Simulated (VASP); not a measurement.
# Ba (Pm-3m) in VASP: notebook

Runs on Ba. Level: PBE. Tasks: single point.

All numbers are computed with VASP 6.6.1; they aren't measurements. Logs are shortened: lines on timing, memory, paths and dates and some standing lists are left out, and cuts for length are marked.

## Step 1: The crystal as given

Symmetry: Pm-3m, No. 221, cubic system. Conventional cell: a = 3.918 Å, b = 3.918 Å, c = 3.918 Å, α = 90.00°, β = 90.00°, γ = 90.00°. Ba (site symmetry m-3m) has 6 Ba at 3.92 Å as nearest neighbours.

This isn't the form of Ba at room conditions, which is bcc.

## Step 2: Single point, PBE

The input, INCAR:

```
PREC = Normal
ENCUT = 550
EDIFF = 1E-6
ISMEAR = 1
SIGMA = 0.2
LREAL = F
LASPH = T
NELM = 100
ALGO = Normal
ISIF = 2
LWAVE = F
LCHARG = F
GGA = PE
ADDGRID = F
```

The input, KPOINTS:

```
regular mesh
0
Gamma
  14 14 14
```

The input, POSCAR:

```
Ba
1.0
    3.9177175405      0.0000000000      0.0000000000
    0.0000000000      3.9177175405      0.0000000000
    0.0000000000      0.0000000000      3.9177175405
Ba
1
Direct
    0.0000000000      0.0000000000      0.0000000000
```

Potentials or basis: VASP PAW PBE potentials, release 64 (Ba_sv).

On the command line:

```bash
> cat potpaw_PBE.64/Ba_sv/POTCAR > POTCAR
> mpirun -np 1 vasp_std > vasp.out
```

OUTCAR:

```text
PREC = Normal
   ENCUT = 550
   EDIFF = 1E-6
   ISMEAR = 1
   LREAL = F
   LASPH = T
   NELM = 100
   ISIF = 2
   GGA = PE

 Found    120 irreducible k-points:

 Following reciprocal coordinates:
            Coordinates               Weight
  0.000000  0.000000  0.000000      1.000000
  0.071429  0.000000  0.000000      6.000000
  0.142857  0.000000  0.000000      6.000000
  0.214286  0.000000  0.000000      6.000000
  0.285714  0.000000  0.000000      6.000000
  0.357143  0.000000  0.000000      6.000000
   k-points           NKPTS =    120   k-points in BZ     NKDIM =    120   number of bands    NBANDS=      9
   number of dos      NEDOS =    301   number of ions     NIONS =      1
   total plane-waves  NPLWV =  13824
   dimension x,y,z NGX =    24 NGY =   24 NGZ =   24
   dimension x,y,z NGXF=    48 NGYF=   48 NGZF=   48
   ions per type =               1
   NGX,Y,Z   is equivalent  to a cutoff of  10.18, 10.18, 10.18 a.u.
   NGXF,Y,Z  is equivalent  to a cutoff of  20.37, 20.37, 20.37 a.u.
 SYSTEM =  unknown system
   PREC   = normal    normal or accurate (medium, high low for compatibility)
   ISTART =      0    job   : 0-new  1-cont  2-samecut
   ICHARG =      2    charge: 1-file 2-atom 10-const
   ISPIN  =      1    spin polarized calculation?
   LNONCOLLINEAR =      F non collinear calculations
   LSORBIT =      F    spin-orbit coupling
   LASPH  =      T    aspherical Exc in radial PAW
   ENCUT  =  550.0 eV  40.42 Ry    6.36 a.u.   7.49  7.49  7.49*2*pi/ulx,y,z
   NELM   =    100;   NELMIN=  2; NELMDL= -5     # of ELM steps
   EDIFF  = 0.1E-05   stopping-criterion for ELM
   LREAL  =      F    real-space projection
   EDIFFG = 0.1E-04   stopping-criterion for IOM
   NSW    =      0    number of steps for IOM
   IBRION =     -1    ionic relax: 0-MD 1-quasi-New 2-CG
   NFREE  =      0    steps in history (QN), initial steepest desc. (CG)
   ISIF   =      2    stress and relaxation
   ISYM   =      2    0-nonsym 1-usesym 2-fastsym
   POTIM  = 0.5000    time-step for ionic-motion
   TEBEG  =    0.0;   TEEND  =   0.0 temperature during run
   PSTRESS=    0.0 pullay stress
   NELECT =      10.0000    total number of electrons
   NUPDOWN=      -1.0000    fix difference up-down
   EMIN   =  10.00;   EMAX   =-10.00  energy-range for DOS
   EFERMI =   0.00;   METHOD = LEGACY
   ISMEAR =     1;   SIGMA  =   0.20  broadening in eV -4-tet -1-fermi 0-gaus
   EFERMI_NEDOS =   21; number of points for ismear=-14 and -15
   IALGO  =     38    algorithm
   IMIX   =      4    mixing-type and parameters
     AMIX     =   0.40;   BMIX     =  1.00
     AMIX_MAG =   1.60;   BMIX_MAG =  1.00
  volume/ion in A,a.u.               =      60.13       405.78
  Fermi-wavevector in a.u.,A,eV,Ry     =   0.900275  1.701272 11.027448  0.810495
  Thomas-Fermi vector in A             =   2.023212
   LORBIT       =      0    0 simple, 1 ext, 2 COOP (PROOUT), +10 PAW based schemes
   GGA     = PE    functional components
   LHFCALC =     F    Hartree Fock is set to
   AEXX    =    0.0000 exact exchange contribution
   IVDW    =     0    specifies the selected vdW correction
   LEPSILON=     F    determine dielectric tensor
   LRPA    =     F    only Hartree local field effects (RPA)
 non-spin polarized calculation
 Methfessel and Paxton  Order N= 1 SIGMA  =   0.20
  energy-cutoff  :      550.00
  volume of cell :       60.13
 maximum number of plane-waves:      1791
   NGX = 15   NGY = 15   NGZ = 15

 number of electron      10.0000001 magnetization

 Free energy of the ion-electron system (eV)
  ---------------------------------------------------
  ext. energy  EPLUGINS =         0.00000000
  ---------------------------------------------------
  free energy    TOTEN  =        -1.59499840 eV

  energy without entropy =       -1.60175460  energy(sigma->0) =       -1.59725046

 E-fermi :   1.7235     XC(G=0):  -7.5438

 val. band max:        1.7105111091   @ k =   0.5000   0.2143   0.0000
 cond. band min:       1.7447578960   @ k =   0.5000   0.5000   0.4286
 fundamental gap:      0.0342467869
 Fermi energy:         1.7235059645

 k-point     1 :       0.0000    0.0000    0.0000
  band No.  band energies     occupation
      1     -27.4117      2.00000
      2     -12.2244      2.00000
      3     -12.2244      2.00000
      4     -12.2244      2.00000
      5      -0.8508      2.00000
      6       1.7596      0.70010
      7       1.7596      0.70010
      8       6.7005      0.00000
      9       6.7005      0.00000

 k-point     2 :       0.0714    0.0000    0.0000
  band No.  band energies     occupation
      1     -27.4085      2.00000
      2     -12.2658      2.00000
      3     -12.2209      2.00000
      4     -12.2209      2.00000
      5      -0.7712      2.00000
      6       1.7842      0.51172
      7       1.8429      0.16286
      8       6.4846      0.00000
      9       6.4851      0.00000

 k-point     3 :       0.1429    0.0000    0.0000
  band No.  band energies     occupation
      1     -27.3996      2.00000
      2     -12.3793      2.00000
      3     -12.2111      2.00000
      4     -12.2111      2.00000
      5      -0.5489      2.00000
      6       1.8551      0.11139
      7       2.0786     -0.03079
      8       6.0086      0.00000
      9       6.0086      0.00000

 k-point     4 :       0.2143    0.0000    0.0000
  band No.  band energies     occupation
      1     -27.3867      2.00000
      2     -12.5372      2.00000
      3     -12.1969      2.00000
      4     -12.1969      2.00000
      5      -0.2240      2.00000
      6       1.9632     -0.07069
      7       2.4083     -0.00001
      8       5.4899     -0.00000
      9       5.4899     -0.00000

 k-point     5 :       0.2857    0.0000    0.0000
  band No.  band energies     occupation
      1     -27.3723      2.00000
      2     -12.7051      2.00000
      3     -12.1809      2.00000
      4     -12.1809      2.00000
      5       0.1589      2.00000
      6       2.0921     -0.02566
      7       2.6983     -0.00000
      8       5.0327     -0.00000
      9       5.0327     -0.00000

 k-point     6 :       0.3571    0.0000    0.0000
  band No.  band energies     occupation
      1     -27.3592      2.00000
      2     -12.8503      2.00000
      3     -12.1665      2.00000
      4     -12.1665      2.00000
      5       0.5563      2.00000
      6       2.2181     -0.00261
      7       2.7858     -0.00000
      8       4.6839     -0.00000
      9       4.6839     -0.00000

 [... further k-points ...]
[... 5 lines left out ...]
  --------------------------------------------------------------------------------------
  -------------------------------------------------------------------------------------
  Total        0.1141491      0.1141491      0.1141491     -0.0000000     -0.0000000      0.0000000
  in kB        3.0414700      3.0414700      3.0414700     -0.0000000     -0.0000000      0.0000000
  external PRESSURE =       3.0414700 kB  Pullay stress =       0.0000000 kB

 VOLUME and BASIS-vectors are now :
 -----------------------------------------------------------------------------
  energy-cutoff  :      550.00
  volume of cell :       60.13
      direct lattice vectors                 reciprocal lattice vectors
     3.917717540  0.000000000  0.000000000     0.255250663  0.000000000  0.000000000
     0.000000000  3.917717540  0.000000000     0.000000000  0.255250663  0.000000000
     0.000000000  0.000000000  3.917717540     0.000000000  0.000000000  0.255250663

 POSITION                                       TOTAL-FORCE (eV/Angst)
 -----------------------------------------------------------------------------------
      0.00000      0.00000      0.00000         0.000000      0.000000      0.000000
 -----------------------------------------------------------------------------------
    total drift:                               -0.000000      0.000000      0.000000

  FREE ENERGIE OF THE ION-ELECTRON SYSTEM (eV)
  ---------------------------------------------------
  free  energy   TOTEN  =        -1.5949983956 eV

  energy  without entropy=       -1.6017546005  energy(sigma->0) =       -1.59725046
```

OSZICAR:

```text
N       E                     dE             d eps       ncg     rms          rms(c)
DAV:   1     0.607858692957E+02    0.60786E+02   -0.44239E+03  2160   0.953E+02
DAV:   2     0.961667919096E+00   -0.59824E+02   -0.58911E+02  2628   0.154E+02
DAV:   3    -0.152656122759E+01   -0.24882E+01   -0.24759E+01  2653   0.371E+01
DAV:   4    -0.159550780616E+01   -0.68947E-01   -0.68867E-01  3320   0.512E+00
DAV:   5    -0.159633831980E+01   -0.83051E-03   -0.83042E-03  2979   0.363E-01    0.195E+00
DAV:   6    -0.159450310328E+01    0.18352E-02   -0.75489E-03  2784   0.860E-01    0.114E+00
DAV:   7    -0.159464787187E+01   -0.14477E-03   -0.18147E-02  2628   0.140E+00    0.746E-02
DAV:   8    -0.159499690344E+01   -0.34903E-03   -0.63115E-04  3031   0.226E-01    0.159E-02
DAV:   9    -0.159500062109E+01   -0.37177E-05   -0.16918E-05  3257   0.306E-02    0.414E-03
DAV:  10    -0.159499846778E+01    0.21533E-05   -0.18185E-06  2979   0.136E-02    0.954E-04
DAV:  11    -0.159499839560E+01    0.72180E-07   -0.27777E-08  1514   0.177E-03
   1 F= -.15949984E+01 E0= -.15972505E+01  d E =0.675620E-02
```

It took 16 s on 1 thread of Intel Xeon Platinum 8259CL at 2.50GHz (Skylake/Cascade Lake), shared host; peak memory 0.19 GiB.

The run converged, but some of its settings lie outside the range that counts as converged, so its numbers aren't taken as properties of the crystal.

Results:

```yaml
Free_energy: -1.5950 eV
Pressure: 0.3 GPa
Band_gap_on_the_k_mesh: none (metal or under the smearing width)
```

## Step 3: Single point, PBE

INCAR is that of step 2.

KPOINTS is that of step 2.

The input, POSCAR:

```
Ba
1.0
    3.9784390000     -0.0454340000      0.0410850000
   -0.0454340000      3.9110040000      0.0402290000
    0.0410850000      0.0402290000      3.8659060000
Ba
1
Direct
   -0.0007550000      0.0095990000     -0.0077320000
```

Potentials or basis: VASP PAW PBE potentials, release 64 (Ba_sv).

On the command line:

```bash
> cat potpaw_PBE.64/Ba_sv/POTCAR > POTCAR
> mpirun -np 1 vasp_std > vasp.out
```

OUTCAR:

```text
PREC = Normal
   ENCUT = 550
   EDIFF = 1E-6
   ISMEAR = 1
   LREAL = F
   LASPH = T
   NELM = 100
   ISIF = 2
   GGA = PE

 Found   1376 irreducible k-points:

 Following reciprocal coordinates:
            Coordinates               Weight
  0.000000  0.000000  0.000000      1.000000
  0.071429  0.000000 -0.000000      2.000000
  0.142857 -0.000000 -0.000000      2.000000
  0.214286 -0.000000 -0.000000      2.000000
  0.285714 -0.000000 -0.000000      2.000000
  0.357143 -0.000000  0.000000      2.000000
   k-points           NKPTS =   1376   k-points in BZ     NKDIM =   1376   number of bands    NBANDS=      9
   number of dos      NEDOS =    301   number of ions     NIONS =      1
   total plane-waves  NPLWV =  13824
   dimension x,y,z NGX =    24 NGY =   24 NGZ =   24
   dimension x,y,z NGXF=    48 NGYF=   48 NGZF=   48
   ions per type =               1
   NGX,Y,Z   is equivalent  to a cutoff of  10.03, 10.20, 10.32 a.u.
   NGXF,Y,Z  is equivalent  to a cutoff of  20.06, 20.40, 20.64 a.u.
 SYSTEM =  unknown system
   PREC   = normal    normal or accurate (medium, high low for compatibility)
   ISTART =      0    job   : 0-new  1-cont  2-samecut
   ICHARG =      2    charge: 1-file 2-atom 10-const
   ISPIN  =      1    spin polarized calculation?
   LNONCOLLINEAR =      F non collinear calculations
   LSORBIT =      F    spin-orbit coupling
   LASPH  =      T    aspherical Exc in radial PAW
   ENCUT  =  550.0 eV  40.42 Ry    6.36 a.u.   7.61  7.48  7.39*2*pi/ulx,y,z
   NELM   =    100;   NELMIN=  2; NELMDL= -5     # of ELM steps
   EDIFF  = 0.1E-05   stopping-criterion for ELM
   LREAL  =      F    real-space projection
   EDIFFG = 0.1E-04   stopping-criterion for IOM
   NSW    =      0    number of steps for IOM
   IBRION =     -1    ionic relax: 0-MD 1-quasi-New 2-CG
   NFREE  =      0    steps in history (QN), initial steepest desc. (CG)
   ISIF   =      2    stress and relaxation
   ISYM   =      2    0-nonsym 1-usesym 2-fastsym
   POTIM  = 0.5000    time-step for ionic-motion
   TEBEG  =    0.0;   TEEND  =   0.0 temperature during run
   PSTRESS=    0.0 pullay stress
   NELECT =      10.0000    total number of electrons
   NUPDOWN=      -1.0000    fix difference up-down
   EMIN   =  10.00;   EMAX   =-10.00  energy-range for DOS
   EFERMI =   0.00;   METHOD = LEGACY
   ISMEAR =     1;   SIGMA  =   0.20  broadening in eV -4-tet -1-fermi 0-gaus
   EFERMI_NEDOS =   21; number of points for ismear=-14 and -15
   IALGO  =     38    algorithm
   IMIX   =      4    mixing-type and parameters
     AMIX     =   0.40;   BMIX     =  1.00
     AMIX_MAG =   1.60;   BMIX_MAG =  1.00
  volume/ion in A,a.u.               =      60.13       405.78
  Fermi-wavevector in a.u.,A,eV,Ry     =   0.900275  1.701272 11.027447  0.810495
  Thomas-Fermi vector in A             =   2.023212
   LORBIT       =      0    0 simple, 1 ext, 2 COOP (PROOUT), +10 PAW based schemes
   GGA     = PE    functional components
   LHFCALC =     F    Hartree Fock is set to
   AEXX    =    0.0000 exact exchange contribution
   IVDW    =     0    specifies the selected vdW correction
   LEPSILON=     F    determine dielectric tensor
   LRPA    =     F    only Hartree local field effects (RPA)
 non-spin polarized calculation
 Methfessel and Paxton  Order N= 1 SIGMA  =   0.20
  energy-cutoff  :      550.00
  volume of cell :       60.13
 maximum number of plane-waves:      1784
   NGX = 15   NGY = 15   NGZ = 15

 number of electron      10.0000002 magnetization

 Free energy of the ion-electron system (eV)
  ---------------------------------------------------
  ext. energy  EPLUGINS =         0.00000000
  ---------------------------------------------------
  free energy    TOTEN  =        -1.59387860 eV

  energy without entropy =       -1.60076457  energy(sigma->0) =       -1.59617392

 E-fermi :   1.7206     XC(G=0):  -7.5432

 val. band max:        1.6972781990   @ k =   0.2143   0.5000   0.1429
 cond. band min:       1.7250017533   @ k =   0.4286   0.4286   0.4286
 fundamental gap:      0.0277235544
 Fermi energy:         1.7205668928

 k-point     1 :       0.0000    0.0000    0.0000
  band No.  band energies     occupation
      1     -27.4113      2.00000
      2     -12.2634      2.00000
      3     -12.2190      2.00000
      4     -12.1863      2.00000
      5      -0.8506      2.00000
      6       1.7587      0.68354
      7       1.7667      0.62085
      8       6.6012      0.00000
      9       6.7423      0.00000

 k-point     2 :       0.0714    0.0000   -0.0000
  band No.  band energies     occupation
      1     -27.4086      2.00000
      2     -12.2995      2.00000
      3     -12.2162      2.00000
      4     -12.1834      2.00000
      5      -0.7739      2.00000
      6       1.7815      0.50998
      7       1.8400      0.16272
      8       6.4049      0.00000
      9       6.5022      0.00000

 k-point     3 :       0.1429   -0.0000   -0.0000
  band No.  band energies     occupation
      1     -27.4011      2.00000
      2     -12.3993      2.00000
      3     -12.2079      2.00000
      4     -12.1752      2.00000
      5      -0.5590      2.00000
      6       1.8454      0.13869
      7       2.0480     -0.04272
      8       5.9708      0.00000
      9       6.0755      0.00000

 k-point     4 :       0.2143   -0.0000   -0.0000
  band No.  band energies     occupation
      1     -27.3903      2.00000
      2     -12.5388      2.00000
      3     -12.1957      2.00000
      4     -12.1632      2.00000
      5      -0.2433      2.00000
      6       1.9423     -0.06607
      7       2.3376     -0.00012
      8       5.4926     -0.00000
      9       5.6041     -0.00000

 k-point     5 :       0.2857   -0.0000   -0.0000
  band No.  band energies     occupation
      1     -27.3782      2.00000
      2     -12.6876      2.00000
      3     -12.1822      2.00000
      4     -12.1498      2.00000
      5       0.1288      2.00000
      6       2.0568     -0.03874
      7       2.5928     -0.00000
      8       5.0699     -0.00000
      9       5.1849     -0.00000

 k-point     6 :       0.3571   -0.0000    0.0000
  band No.  band energies     occupation
      1     -27.3672      2.00000
      2     -12.8168      2.00000
      3     -12.1699      2.00000
      4     -12.1377      2.00000
      5       0.5117      2.00000
      6       2.1674     -0.00698
      7       2.6761     -0.00000
      8       4.7464     -0.00000
      9       4.8635     -0.00000

 [... further k-points ...]
[... 5 lines left out ...]
  --------------------------------------------------------------------------------------
  -------------------------------------------------------------------------------------
  Total       -0.0747154      0.1344098      0.2900047     -0.0496584      0.0398153      0.0435518
  in kB       -1.9907717      3.5813129      7.7270956     -1.3231332      1.0608671      1.1604268
  external PRESSURE =       3.1058789 kB  Pullay stress =       0.0000000 kB

 VOLUME and BASIS-vectors are now :
 -----------------------------------------------------------------------------
  energy-cutoff  :      550.00
  volume of cell :       60.13
      direct lattice vectors                 reciprocal lattice vectors
     3.978439000 -0.045434000  0.041085000     0.251416447  0.002948496 -0.002702616
    -0.045434000  3.911004000  0.040229000     0.002948496  0.255750771 -0.002692703
     0.041085000  0.040229000  3.865906000    -0.002702616 -0.002692703  0.258728319

 POSITION                                       TOTAL-FORCE (eV/Angst)
 -----------------------------------------------------------------------------------
      4.01577      0.03206      3.87745        -0.000000     -0.000000      0.000000
 -----------------------------------------------------------------------------------
    total drift:                                0.000000     -0.000005      0.000005

  FREE ENERGIE OF THE ION-ELECTRON SYSTEM (eV)
  ---------------------------------------------------
  free  energy   TOTEN  =        -1.5938785971 eV

  energy  without entropy=       -1.6007645723  energy(sigma->0) =       -1.59617392
```

OSZICAR:

```text
N       E                     dE             d eps       ncg     rms          rms(c)
DAV:   1     0.591536169134E+02    0.59154E+02   -0.44995E+03 24776   0.961E+02
DAV:   2     0.854936600005E+00   -0.58299E+02   -0.57431E+02 29809   0.155E+02
DAV:   3    -0.153811382460E+01   -0.23931E+01   -0.23788E+01 31833   0.364E+01
DAV:   4    -0.159497976098E+01   -0.56866E-01   -0.56803E-01 38807   0.471E+00
DAV:   5    -0.159542126619E+01   -0.44151E-03   -0.44131E-03 34921   0.294E-01    0.195E+00
DAV:   6    -0.159341444652E+01    0.20068E-02   -0.77317E-03 32096   0.861E-01    0.114E+00
DAV:   7    -0.159352353005E+01   -0.10908E-03   -0.18259E-02 29708   0.140E+00    0.748E-02
DAV:   8    -0.159387674856E+01   -0.35322E-03   -0.68828E-04 34386   0.227E-01    0.189E-02
DAV:   9    -0.159388065853E+01   -0.39100E-05   -0.18293E-05 38392   0.319E-02    0.450E-03
DAV:  10    -0.159387888620E+01    0.17723E-05   -0.23599E-06 34327   0.125E-02    0.137E-03
DAV:  11    -0.159387859714E+01    0.28906E-06   -0.92698E-08 17463   0.337E-03
   1 F= -.15938786E+01 E0= -.15961739E+01  d E =0.688598E-02
```

stdout:

```text
POSCAR found type information on POSCAR Ba
 POSCAR found :  1 types and       1 ions
 scaLAPACK will be used
 LDA part: xc-table for (Slater+PW92), standard interpolation
 POSCAR, INCAR and KPOINTS ok, starting setup
 FFT: planning ... GRIDC
 FFT: planning ... GRID_SOFT
 FFT: planning ... GRID
 WAVECAR not read
 entering main loop
```

It took 2.6 min on 1 thread of Intel Xeon Platinum 8259CL at 2.50GHz (Skylake/Cascade Lake), shared host; peak memory 0.88 GiB.

These settings aren't checked as converged: the numbers below hold their error.

Results:

```
Free energy            : -1.5939 eV
Pressure               : 0.3 GPa
Band gap on the k mesh : none (metal or under the smearing width)
```

(Part 1 of 2 ends here.)
